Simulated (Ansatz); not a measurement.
Li2O:
```
Li2O
1.0
    0.00000     2.28993     2.28993
    2.28993     0.00000     2.28993
    2.28993     2.28993     0.00000
O Li
1 2
Cartesian
  0.00000   0.00000   0.00000
  1.14497   1.14497   1.14497
  3.43490   3.43490   3.43490
```

Relaxed with PBEsol.

Decompose the optical modes at the zone centre into irreducible representations, and say which are infrared and Raman allowed.

Point group m-3m: Γ_opt = T1u + T2g. Infrared: T1u. Raman: T2g.

Assign frequencies (DFPT, PBEsol in the plane-wave PAW code Ansatz; without the LO–TO term).

T1u 444, T2g 535 cm⁻¹.

Space group Fm-3m (anti-fluorite). The PBEsol relaxation kept the symmetry of its start; of distortions, only those at the zone centre were tested.

Potentials: the later of the program's two PAW sets.
